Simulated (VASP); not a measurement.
An input for VASP 6.6.1 (CoO):

Contents of INCAR:

```
SYSTEM = CoO
PREC = Accurate
ENCUT = 45
EDIFF = 1E-7
ISMEAR = 0
SIGMA = 0.05
LREAL = .FALSE.
LASPH = .TRUE.
NELM = 63
ALGO = Normal
ISIF = 2
LWAVE = .FALSE.
LCHARG = .TRUE.
ISPIN = 2
MAGMOM = 0 0 0 0 0 0 0 0
LORBIT = 11
LMAXMIX = 4
LDAU = .TRUE.
LDAUTYPE = 1
LDAUL = 2 -1
LDAUU = 7 0
LDAUJ = 0.5 0
LDAUPRINT = 1
GGA = PE
IVDW = 11
LELF = .TRUE.
LVHAR = .TRUE.
NBANDS = 44
```

The input CoO.cif:

```cif
data_CoO
_cell_length_a 4.26300000
_cell_length_b 4.26300000
_cell_length_c 4.26300000
_cell_angle_alpha 90.00000000
_cell_angle_beta 90.00000000
_cell_angle_gamma 90.00000000
_space_group_name_H-M_alt 'Fm-3m'
_space_group_name_Hall '-F 4 2 3'
_space_group_IT_number 225
loop_
_space_group_symop_operation_xyz
'x,y,z'
'-x,-y,-z'
'-y,x,z'
'y,-x,-z'
'-x,-y,z'
'x,y,-z'
'y,-x,z'
'-y,x,-z'
'x,-y,-z'
'-x,y,z'
'-y,-x,-z'
'y,x,z'
'-x,y,-z'
'x,-y,z'
'y,x,-z'
'-y,-x,z'
'z,x,y'
'-z,-x,-y'
'z,-y,x'
'-z,y,-x'
'z,-x,-y'
'-z,x,y'
'z,y,-x'
'-z,-y,x'
'-z,x,-y'
'z,-x,y'
'-z,-y,-x'
'z,y,x'
'-z,-x,y'
'z,x,-y'
'-z,y,x'
'z,-y,-x'
'y,z,x'
'-y,-z,-x'
'x,z,-y'
'-x,-z,y'
'-y,z,-x'
'y,-z,x'
'-x,z,y'
'x,-z,-y'
'-y,-z,x'
'y,z,-x'
'-x,-z,-y'
'x,z,y'
'y,-z,-x'
'-y,z,x'
'x,-z,y'
'-x,z,-y'
'x,y+1/2,z+1/2'
'-x,-y+1/2,-z+1/2'
'-y,x+1/2,z+1/2'
'y,-x+1/2,-z+1/2'
'-x,-y+1/2,z+1/2'
'x,y+1/2,-z+1/2'
'y,-x+1/2,z+1/2'
'-y,x+1/2,-z+1/2'
'x,-y+1/2,-z+1/2'
'-x,y+1/2,z+1/2'
'-y,-x+1/2,-z+1/2'
'y,x+1/2,z+1/2'
'-x,y+1/2,-z+1/2'
[... 41 lines left out ...]
'y+1/2,-x,z+1/2'
'-y+1/2,x,-z+1/2'
'x+1/2,-y,-z+1/2'
'-x+1/2,y,z+1/2'
'-y+1/2,-x,-z+1/2'
'y+1/2,x,z+1/2'
'-x+1/2,y,-z+1/2'
'x+1/2,-y,z+1/2'
'y+1/2,x,-z+1/2'
'-y+1/2,-x,z+1/2'
'z+1/2,x,y+1/2'
'-z+1/2,-x,-y+1/2'
'z+1/2,-y,x+1/2'
'-z+1/2,y,-x+1/2'
'z+1/2,-x,-y+1/2'
'-z+1/2,x,y+1/2'
'z+1/2,y,-x+1/2'
'-z+1/2,-y,x+1/2'
'-z+1/2,x,-y+1/2'
'z+1/2,-x,y+1/2'
'-z+1/2,-y,-x+1/2'
'z+1/2,y,x+1/2'
'-z+1/2,-x,y+1/2'
'z+1/2,x,-y+1/2'
'-z+1/2,y,x+1/2'
'z+1/2,-y,-x+1/2'
'y+1/2,z,x+1/2'
'-y+1/2,-z,-x+1/2'
'x+1/2,z,-y+1/2'
'-x+1/2,-z,y+1/2'
'-y+1/2,z,-x+1/2'
'y+1/2,-z,x+1/2'
'-x+1/2,z,y+1/2'
'x+1/2,-z,-y+1/2'
'-y+1/2,-z,x+1/2'
'y+1/2,z,-x+1/2'
'-x+1/2,-z,-y+1/2'
'x+1/2,z,y+1/2'
'y+1/2,-z,-x+1/2'
'-y+1/2,z,x+1/2'
'x+1/2,-z,y+1/2'
'-x+1/2,z,-y+1/2'
'x+1/2,y+1/2,z'
'-x+1/2,-y+1/2,-z'
'-y+1/2,x+1/2,z'
'y+1/2,-x+1/2,-z'
'-x+1/2,-y+1/2,z'
'x+1/2,y+1/2,-z'
'y+1/2,-x+1/2,z'
'-y+1/2,x+1/2,-z'
'x+1/2,-y+1/2,-z'
'-x+1/2,y+1/2,z'
'-y+1/2,-x+1/2,-z'
'y+1/2,x+1/2,z'
'-x+1/2,y+1/2,-z'
'x+1/2,-y+1/2,z'
'y+1/2,x+1/2,-z'
'-y+1/2,-x+1/2,z'
'z+1/2,x+1/2,y'
'-z+1/2,-x+1/2,-y'
'z+1/2,-y+1/2,x'
'-z+1/2,y+1/2,-x'
'z+1/2,-x+1/2,-y'
'-z+1/2,x+1/2,y'
'z+1/2,y+1/2,-x'
'-z+1/2,-y+1/2,x'
'-z+1/2,x+1/2,-y'
'z+1/2,-x+1/2,y'
'-z+1/2,-y+1/2,-x'
'z+1/2,y+1/2,x'
'-z+1/2,-x+1/2,y'
'z+1/2,x+1/2,-y'
'-z+1/2,y+1/2,x'
'z+1/2,-y+1/2,-x'
'y+1/2,z+1/2,x'
'-y+1/2,-z+1/2,-x'
'x+1/2,z+1/2,-y'
'-x+1/2,-z+1/2,y'
'-y+1/2,z+1/2,-x'
'y+1/2,-z+1/2,x'
'-x+1/2,z+1/2,y'
'x+1/2,-z+1/2,-y'
'-y+1/2,-z+1/2,x'
'y+1/2,z+1/2,-x'
'-x+1/2,-z+1/2,-y'
'x+1/2,z+1/2,y'
'y+1/2,-z+1/2,-x'
'-y+1/2,z+1/2,x'
'x+1/2,-z+1/2,y'
'-x+1/2,z+1/2,-y'
loop_
_atom_site_label
_atom_site_type_symbol
_atom_site_symmetry_multiplicity
_atom_site_Wyckoff_symbol
_atom_site_fract_x
_atom_site_fract_y
_atom_site_fract_z
_atom_site_occupancy
Co1 Co 4 a 0.0000000000 0.0000000000 0.0000000000 1
O1 O 4 b 0.5000000000 0.0000000000 0.0000000000 1
```

KPOINTS

```
Automatic mesh
0
G
  6 6 6
  0 0 0
```

Contents of POSCAR:

```
Co O 
 1.0000000000000000
     4.2629999999999999    0.0000000000000000    0.0000000000000000
     0.0000000000000000    4.2629999999999999    0.0000000000000000
     0.0000000000000000    0.0000000000000000    4.2629999999999999
 Co  O  
   4   4
Cartesian
  0.0000000000000000  0.0000000000000000  0.0000000000000000
  0.0000000000000000  2.1315000000000000  2.1315000000000000
  2.1315000000000000  0.0000000000000000  2.1315000000000000
  2.1315000000000000  2.1315000000000000  0.0000000000000000
  2.1315000000000000  0.0000000000000000  0.0000000000000000
  0.0000000000000000  2.1315000000000000  0.0000000000000000
  0.0000000000000000  0.0000000000000000  2.1315000000000000
  2.1315000000000000  2.1315000000000000  2.1315000000000000
```

Potentials or basis: VASP PAW PBE potentials, release 64 (Co, O).

Launch:

```sh
$ ase convert -i cif -o vasp CoO.cif POSCAR
$ cat potpaw_PBE.64/Co/POTCAR potpaw_PBE.64/O/POTCAR > POTCAR
$ mpirun -np 1 vasp_std > vasp.out
```

Q: What does the program do with it?

A: The run stopped without a result. It printed:

OUTCAR:

```text
SYSTEM = CoO
   PREC = Accurate
   ENCUT = 45
   EDIFF = 1E-7
   ISMEAR = 0
   LREAL = .FALSE.
   LASPH = .TRUE.
   NELM = 63
   ISIF = 2
   ISPIN = 2
[... 196 lines left out ...]
   LASPH  =      T    aspherical Exc in radial PAW
   ENCUT  =   45.0 eV   3.31 Ry    1.82 a.u.   2.33  2.33  2.33*2*pi/ulx,y,z
   NELM   =     63;   NELMIN=  2; NELMDL= -5     # of ELM steps
   EDIFF  = 0.1E-06   stopping-criterion for ELM
   LREAL  =      F    real-space projection
   EDIFFG = 0.1E-05   stopping-criterion for IOM
   NSW    =      0    number of steps for IOM
   IBRION =     -1    ionic relax: 0-MD 1-quasi-New 2-CG
   NFREE  =      0    steps in history (QN), initial steepest desc. (CG)
   ISIF   =      2    stress and relaxation
[... 170 lines left out ...]
|     EEEEEEE  RRRRRR   RRRRRR   OOOOOOO  RRRRRR      ###     ###     ###     |
|     E        R     R  R     R  O     O  R     R     ###     ###     ###     |
|     E        R     R  R     R  O     O  R     R     ###     ###     ###     |
|     EEEEE    RRRRRR   RRRRRR   O     O  RRRRRR       #       #       #      |
|     E        R   R    R   R    O     O  R   R                               |
|     E        R    R   R    R   O     O  R    R      ###     ###     ###     |
|     EEEEEEE  R     R  R     R  OOOOOOO  R     R     ###     ###     ###     |
|                                                                             |
|     EDDAV: Call to ZHEGV failed. Returncode = 14 2 16                       |
|                                                                             |
|       ---->  I REFUSE TO CONTINUE WITH THIS SICK JOB ... BYE!!! <----       |
|                                                                             |
 -----------------------------------------------------------------------------
```

On the terminal:

```text
POSCAR found type information on POSCAR CoO
 POSCAR found :  2 types and       8 ions
[... 23 lines left out ...]

1
```
